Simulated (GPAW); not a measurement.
# Al (Fm-3m) in GPAW: a series of runs

One crystal, Al, is run at these levels: PBE; tasks: single point.

All numbers are computed with GPAW 26.7.0; they aren't measurements. Logs are shortened: lines on timing, memory, paths and dates and some standing lists are left out, and cuts for length are marked. The log counts tension as positive stress, the text compression.

### 1 The crystal as given

It takes space group Fm-3m (No. 225, cubic). Conventional cell: a = 4.050 Å, b = 4.050 Å, c = 4.050 Å, α = 90.00°, β = 90.00°, γ = 90.00°. Al (site symmetry m-3m) is surrounded by 12 Al at 2.86 Å.

### 2 Single point, PBE

File run.py:

```python
from ase.dft.bandgap import bandgap
from ase.io import read, write
from ase.units import Bohr, GPa
from gpaw import GPAW, PW
from gpaw.elf import elf_from_dft_calculation

atoms = read('POSCAR')

calc = GPAW(mode=PW(600),
            xc='PBE',
            kpts={'size': (11, 11, 11), 'gamma': True},
            occupations={'name': 'methfessel-paxton', 'order': 0, 'width': 0.012},
            nbands=7,
            convergence={'density': 1e-05, 'energy': 1e-05},
            maxiter=150,
            txt='gpaw.txt')
atoms.calc = calc
energy = atoms.get_potential_energy()
forces = atoms.get_forces()
stress = atoms.get_stress()
calc.write('gs.gpw')
write('result.traj', atoms)
print(f'Energy: {energy:.6f} eV')
print('Forces (eV/A):')
print(forces.round(4))
print('Stress (GPa):', (stress / GPa).round(3))
print('Fermi level:', round(calc.get_fermi_level(), 4), 'eV')
print(f'Gap: {bandgap(calc)[0]:.4f} eV, direct: {bandgap(calc, direct=True)[0]:.4f} eV')

# fields on the real-space grid
write('density.cube', atoms, data=calc.get_pseudo_density() * Bohr**3)
write('potential.cube', atoms, data=calc.get_electrostatic_potential())
write('elf.cube', atoms, data=elf_from_dft_calculation(calc).data)
```

File POSCAR:

```
Al
1.0
    0.0000000000      2.0248050000      2.0248050000
    2.0248050000      0.0000000000      2.0248050000
    2.0248050000      2.0248050000      0.0000000000
Al
1
Direct
    0.0000000000      0.0000000000      0.0000000000
```

Potentials or basis: GPAW PAW data sets (gpaw-data 1.2.1), pw.

On the command line:

```sh
> OMP_NUM_THREADS=1 python run.py
```

gpaw.txt:

```text
__  _  _
 | _ |_)|_||  |
 |__||  | ||/\| - 26.7.0

Input parameters:
  mode=PW(ecut=600.0),
  convergence={'density': 1e-05, 'energy': 1e-05},
  kpts=MonkhorstPack(size=(11, 11, 11), gamma=True),
  maxiter=150,
  nbands=7,
  occupations=Occupations(name='methfessel-paxton', order=0, width=0.012),
  xc=XC(name='PBE')

Diagonalizing LCAO Hamiltonian
Converting LCAO to pw mode

       Al

Atoms  # Å, Bohr magnetons
|   | symbol |        x |        y |        z |    initial magnetic moments |
|---|--------|----------|----------|----------|-----------------------------|
| 0 |     Al | 0.000000 | 0.000000 | 0.000000 | ( 0.0000,  0.0000,  0.0000) |

Unit cell  # Å
| periodic |        x |        y |        z |  lengths |    angles |
|----------|----------|----------|----------|----------|-----------|
|      yes | 0.000000 | 2.024805 | 2.024805 | 2.863507 | 60.000000 |
|      yes | 2.024805 | 0.000000 | 2.024805 | 2.863507 | 60.000000 |
|      yes | 2.024805 | 2.024805 | 0.000000 | 2.863507 | 60.000000 |

Number of symmetries: 48
Symmetry operations  # r_c * U_cc + t_c -> r_c
|    | kind |            matrix            |
|----|------|------------------------------|
|  0 |  σ   |  1, 0, 0,  1, 0,-1,  1,-1, 0 |
|  1 |  C2  |  1, 0, 0,  1,-1, 0,  1, 0,-1 |
|  2 |  E   |  1, 0, 0,  0, 1, 0,  0, 0, 1 |
|  3 |  σ   |  1, 0, 0,  0, 0, 1,  0, 1, 0 |
|  4 |  C4  |  1, 0,-1,  1, 0, 0,  1,-1, 0 |
|  5 |  S6  |  1, 0,-1,  1,-1, 0,  1, 0, 0 |
|  6 |  σ   |  1, 0,-1,  0, 1,-1,  0, 0,-1 |
|  7 |  C3  |  1, 0,-1,  0, 0,-1,  0, 1,-1 |
|  8 |  S6  |  1,-1, 0,  1, 0, 0,  1, 0,-1 |
|  9 |  C4  |  1,-1, 0,  1, 0,-1,  1, 0, 0 |
| 10 |  C3  |  1,-1, 0,  0,-1, 1,  0,-1, 0 |
| 11 |  σ   |  1,-1, 0,  0,-1, 0,  0,-1, 1 |
| 12 |  σ   |  0, 1, 0,  1, 0, 0,  0, 0, 1 |
| 13 |  C4  |  0, 1, 0,  0, 1,-1, -1, 1, 0 |
| 14 |  C3  |  0, 1, 0,  0, 0, 1,  1, 0, 0 |
| 15 |  S6  |  0, 1, 0, -1, 1, 0,  0, 1,-1 |
| 16 |  C2  |  0, 1,-1,  1, 0,-1,  0, 0,-1 |
| 17 |  σ   |  0, 1,-1,  0, 1, 0, -1, 1, 0 |
| 18 |  S4  |  0, 1,-1,  0, 0,-1,  1, 0,-1 |
| 19 |  C4  |  0, 1,-1, -1, 1, 0,  0, 1, 0 |
| 20 |  C3  |  0, 0, 1,  1, 0, 0,  0, 1, 0 |
| 21 |  σ   |  0, 0, 1,  0, 1, 0,  1, 0, 0 |
| 22 |  S6  |  0, 0, 1,  0,-1, 1, -1, 0, 1 |
| 23 |  C4  |  0, 0, 1, -1, 0, 1,  0,-1, 1 |
| 24 |  S4  |  0, 0,-1,  1, 0,-1,  0, 1,-1 |
| 25 |  C3  |  0, 0,-1,  0, 1,-1,  1, 0,-1 |
| 26 |  C2  |  0, 0,-1,  0,-1, 0, -1, 0, 0 |
| 27 |  S6  |  0, 0,-1, -1, 0, 0,  0,-1, 0 |
| 28 |  S4  |  0,-1, 1,  1,-1, 0,  0,-1, 0 |
| 29 |  C4  |  0,-1, 1,  0, 0, 1, -1, 0, 1 |
| 30 |  C2  |  0,-1, 1,  0,-1, 0,  1,-1, 0 |
| 31 |  σ   |  0,-1, 1, -1, 0, 1,  0, 0, 1 |
| 32 |  C3  |  0,-1, 0,  1,-1, 0,  0,-1, 1 |
| 33 |  S6  |  0,-1, 0,  0, 0,-1, -1, 0, 0 |
| 34 |  S4  |  0,-1, 0,  0,-1, 1,  1,-1, 0 |
| 35 |  C2  |  0,-1, 0, -1, 0, 0,  0, 0,-1 |
| 36 |  C2  | -1, 1, 0,  0, 1, 0,  0, 1,-1 |
| 37 |  S6  | -1, 1, 0,  0, 1,-1,  0, 1, 0 |
| 38 |  S4  | -1, 1, 0, -1, 0, 1, -1, 0, 0 |
| 39 |  C3  | -1, 1, 0, -1, 0, 0, -1, 0, 1 |
| 40 |  S6  | -1, 0, 1,  0, 0, 1,  0,-1, 1 |
| 41 |  C2  | -1, 0, 1,  0,-1, 1,  0, 0, 1 |
| 42 |  C3  | -1, 0, 1, -1, 1, 0, -1, 0, 0 |
| 43 |  S4  | -1, 0, 1, -1, 0, 0, -1, 1, 0 |
| 44 |  C2  | -1, 0, 0,  0, 0,-1,  0,-1, 0 |
| 45 |  i   | -1, 0, 0,  0,-1, 0,  0, 0,-1 |
| 46 |  σ   | -1, 0, 0, -1, 1, 0, -1, 0, 1 |
| 47 |  C2  | -1, 0, 0, -1, 0, 1, -1, 1, 0 |

BZ-sampling:
  Number of BZ points: 1331
  Number of IBZ points: 56

  Monkhorst-Pack size: [11, 11, 11]
  Monkhorst-Pack shift: [0, 0, 0]

K-points  # in reciprocal-cell coordinates
|     |                                coordinates |     weight |
|-----|--------------------------------------------|------------|
|   0 | (  0.00000000,   0.00000000,   0.00000000) | 0.00075131 |
|   1 | (  0.09090909,   0.09090909,   0.00000000) | 0.00450789 |
|   2 | (  0.09090909,   0.09090909,   0.09090909) | 0.00601052 |
|   3 | (  0.18181818,   0.09090909,   0.09090909) | 0.00901578 |
|   4 | (  0.18181818,   0.18181818,   0.00000000) | 0.00450789 |
|   5 | (  0.18181818,   0.18181818,   0.09090909) | 0.01803156 |
|   6 | (  0.18181818,   0.18181818,   0.18181818) | 0.00601052 |
|   7 | (  0.27272727,   0.18181818,   0.09090909) | 0.01803156 |
|   8 | (  0.27272727,   0.18181818,   0.18181818) | 0.01803156 |
|   9 | (  0.27272727,   0.27272727,   0.00000000) | 0.00450789 |
| ... |                                            |            |
|  55 | (  0.45454545,   0.45454545,   0.45454545) | 0.00601052 |

Plane wave coefficients: 564
Cutoff: 600.0 eV

Spin-components: 1 (collinear spins)
Bands:           7
Projectors:      5
Spin-degeneracy: 2
Datatype:        complex128

Parallelization:
  kpt:    1
  domain: 1
  band:   1

Density:
  Valence electrons: 3.0
  Components: 1
  Grid points: [18 18 18]
  Charge: 0.0  # |e|

Potential:
  Grid points: [18 18 18]

species:
  Al:
    name:    Aluminium
    Z:       13.0
    valence: 3
    core:    10
    charge:  0.0  # [|e|]
    compensation charges:
      type: gauss
      rc: 0.34  # [Å]
      lmax: 2
    cutoffs:
      filter: 1.91  # [Å]
      core: 2.36  # [Å]
    projectors
    | kind |    occ | energy [eV] | rcut [Å] |
    |------|--------|-------------|----------|
    |   3s |  2.000 |      -7.753 |    1.085 |
    |   3p |  1.000 |      -2.712 |    1.085 |
    |    s |        |      19.459 |    1.085 |
    |    p |        |      24.499 |    1.085 |
    |    d |        |       0.000 |    1.085 |

    Using partial waves for Al as LCAO basis

Reference energy: -6603.423265  # eV

eigensolver:
  PPCG
  Converge bands: occupied
  niter=2

density mixing:
  MSR1-Mixer
  Pratt-step length: 0.05
  Maximum mixing coefficient: 0.75
  Old densities: 10
  SVD Regularization: 0.005
  Good broyden scale: 1.0
  Trust region scale: 1.0
  Backstep threshold: 4.0
  History deletion threshold: 6.0
  Fourier metric: weight=20.0, sigma=0.015

occupation numbers:
  Methfessel-Paxton:
    width: 0.0120  # eV
    order: 0

poisson solver:
  ecut: 4800.0  # eV

xc functional:
  name: PBE with 2 nearest neighbor stencil

convergence criteria:
- Maximum integral of absolute [dens]ity change: 1e-05 electrons / valence electron
- Maximum [total energy] change in last 3 cyles: 1e-05 eV / valence electron
- Maximum integral of absolute [eigenst]ate change: 4e-08 eV^2 / valence electron
maximum number of iterations: 150

SCF iterations
|iter     | |      energy | eigst |  dens |
|---------|-|-------------|-------|-------|
|iter:   1| |   -3.744479 | -0.24 |       |
|iter:   2| |   -3.744643 | -3.50 | -0.97 |
|iter:   3| |   -3.744129 | -3.41 | -1.00 |
|iter:   4| |   -3.744383 | -4.04 | -1.55 |
|iter:   5| |   -3.744389 | -6.03 | -2.94 |
|iter:   6| |   -3.744391c| -6.55 | -3.35 |
|iter:   7| |   -3.744391c| -8.58c| -4.63 |
|iter:   8| |   -3.744391c| -9.16c| -5.11c|

Converged in 8 steps
Energy contributions relative to reference atoms: (reference = -6603.423265)

Energy contributions:
  Kinetic:           3.483027
  Coulomb:          -1.635086
  Zero:             -0.006315
  External:          0.000000
  Xc:               -5.585938
  Entropy:          -0.000159
  Spinorbit:         0.000000
  ----------------------------
  Free energy:      -3.744470
  Extrapolated:     -3.744391

dipole moment: (-6.948220, -6.948220, -6.948220)  # |e|*Ang

Fermi level: 7.124
Eigenvalues  # (at kpt = [0.000, 0.000, 0.000])
| band index |      eig [eV] | occ [0-2] |
|------------|---------------|-----------|
|          0 |        -3.995 |     2.000 |
|          1 |        19.692 |     0.000 |
|          2 |        19.692 |     0.000 |
|          3 |        19.692 |     0.000 |
|          4 |        21.140 |     0.000 |
|          5 |        21.140 |     0.000 |
|          6 |        21.140 |     0.000 |

No gap
No difference between direct/indirect transitions

Forces  # eV/Ang
|       x |       y |       z |
|---------|---------|---------|
| 0.00000 | 0.00000 | 0.00000 |  # Al   0

Stress tensor  # eV/Ang^3
|         x |         y |         z |
|-----------|-----------|-----------|
|  0.002465 | -0.000000 |  0.000000 |
| -0.000000 |  0.002465 | -0.000000 |
|  0.000000 | -0.000000 |  0.002465 |

# Writing to gs.gpw (mode='')
```

Wall time 6.5 s (1 thread of Arm Neoverse V1, shared host); peak memory 0.13 GiB.

Results:

```
Free energy            : -3.7445 eV
Pressure               : -0.4 GPa
Band gap on the k mesh : none (metal or under the smearing width)
```

### 3 Single point, PBE

File run.py:

```python
from ase.dft.bandgap import bandgap
from ase.io import read, write
from ase.units import GPa
from gpaw import GPAW, PW

atoms = read('Al.xyz')

calc = GPAW(mode=PW(600),
            xc='PBE',
            kpts={'size': (11, 11, 11), 'gamma': True},
            occupations={'name': 'methfessel-paxton', 'order': 0, 'width': 0.013000000000000001},
            nbands=7,
            convergence={'density': 1e-05, 'energy': 1e-05},
            maxiter=150,
            txt='gpaw.txt')
atoms.calc = calc
energy = atoms.get_potential_energy()
forces = atoms.get_forces()
stress = atoms.get_stress()
calc.write('gs.gpw')
write('result.traj', atoms)
print(f'Energy: {energy:.6f} eV')
print('Forces (eV/A):')
print(forces.round(4))
print('Stress (GPa):', (stress / GPa).round(3))
print('Fermi level:', round(calc.get_fermi_level(), 4), 'eV')
print(f'Gap: {bandgap(calc)[0]:.4f} eV, direct: {bandgap(calc, direct=True)[0]:.4f} eV')
```

File Al.xyz:

```xyz
1
Lattice="0.0000000000 2.0248050000 2.0248050000 2.0248050000 0.0000000000 2.0248050000 2.0248050000 2.0248050000 0.0000000000" Properties=species:S:1:pos:R:3 pbc="T T T"
Al     0.0000000000      0.0000000000      0.0000000000
```

Potentials or basis: GPAW PAW data sets (gpaw-data 1.2.1), pw.

On the command line:

```sh
> OMP_NUM_THREADS=1 python run.py
```

Run time: 6.4 s. Hardware: 1 thread of Arm Neoverse V1, shared host; peak memory 0.13 GiB.

Results (log left out):

```
Free energy            : -3.7445 eV
Pressure               : -0.4 GPa
Band gap on the k mesh : none (metal or under the smearing width)
```

Levels at points of the mesh, in eV from the Fermi level:
```csv
k point,band 1,band 2,band 3,band 4
"(0.00, 0.00, 0.00)",-11.12,12.57,12.57,12.57
```

### 4 Single point, PBE

run.py: that of step 3 with these lines changed.

```diff
@@ -10,3 +10,3 @@
             kpts={'size': (11, 11, 11), 'gamma': True},
-            occupations={'name': 'methfessel-paxton', 'order': 0, 'width': 0.013000000000000001},
+            occupations={'name': 'methfessel-paxton', 'order': 0, 'width': 0.014},
             nbands=7,
```

Al.xyz is that of step 3.

On the command line:

```sh
> OMP_NUM_THREADS=1 python run.py
```

It took 6.4 s on 1 thread of Arm Neoverse V1, shared host; peak memory 0.13 GiB.

Results (log left out):

| Item | Value |
| --- | --- |
| Free energy | -3.7445 eV |
| Pressure | -0.4 GPa |
| Band gap on the k mesh | none (metal or under the smearing width) |

Levels at points of the mesh, in eV from the Fermi level:
```tsv
k point	band 1	band 2	band 3	band 4
(0.00, 0.00, 0.00)	-11.12	12.57	12.57	12.57
```

### 5 Single point, PBE

run.py: that of step 4 with these lines changed.

```diff
@@ -5,3 +5,3 @@
 
-atoms = read('Al.xyz')
+atoms = read('POSCAR')
 
@@ -10,3 +10,3 @@
             kpts={'size': (11, 11, 11), 'gamma': True},
-            occupations={'name': 'methfessel-paxton', 'order': 0, 'width': 0.014},
+            occupations={'name': 'methfessel-paxton', 'order': 0, 'width': 0.015},
             nbands=7,
```

POSCAR is that of step 2.

On the command line:

```sh
> OMP_NUM_THREADS=1 python run.py
```

Run time: 6.5 s. Hardware: 1 thread of Arm Neoverse V1, shared host; peak memory 0.13 GiB.

Results (log left out):

```
Free energy            : -3.7445 eV
Pressure               : -0.4 GPa
Band gap on the k mesh : none (metal or under the smearing width)
```

Levels at points of the mesh, in eV from the Fermi level:
```csv
k point,band 1,band 2,band 3,band 4
"(0.00, 0.00, 0.00)",-11.12,12.57,12.57,12.57
```

### 6 Single point, PBE

run.py: that of step 5 with these lines changed.

```diff
@@ -10,3 +10,3 @@
             kpts={'size': (11, 11, 11), 'gamma': True},
-            occupations={'name': 'methfessel-paxton', 'order': 0, 'width': 0.015},
+            occupations={'name': 'methfessel-paxton', 'order': 0, 'width': 0.016},
             nbands=7,
```

POSCAR is that of step 5.

Potentials or basis: GPAW PAW data sets (gpaw-data 1.2.1), pw.

On the command line:

```sh
> OMP_NUM_THREADS=1 python run.py
```

Wall time 6.4 s (1 thread of Arm Neoverse V1, shared host); peak memory 0.13 GiB.

It converged, with:

| Item | Value |
| --- | --- |
| Free energy | -3.7445 eV |
| Pressure | -0.4 GPa |
| Band gap on the k mesh | none (metal or under the smearing width) |

Levels at points of the mesh, in eV from the Fermi level:
| k point | band 1 | band 2 | band 3 | band 4 |
| --- | --- | --- | --- | --- |
| (0.00, 0.00, 0.00) | -11.12 | 12.57 | 12.57 | 12.57 |

### 7 The runs side by side

| smearing | gap on the mesh (eV) | pressure (GPa) |
| --- | --- | --- |
| gaussian 0.012 eV | none | -0.4 |
| gaussian 0.013 eV | none | -0.4 |
| gaussian 0.014 eV | none | -0.4 |
| gaussian 0.015 eV | none | -0.4 |
| gaussian 0.016 eV | none | -0.4 |

Alike in all rows: task single point; level PBE; potentials or basis GPAW PAW data sets (gpaw-data 1.2.1), pw; no spin polarisation; cell as given; k mesh 11 × 11 × 11; cutoff (eV) 600.

Every run on the cell as given and a fine mesh finds a metal.

Absolute energies hang on the potentials; compare differences alone.
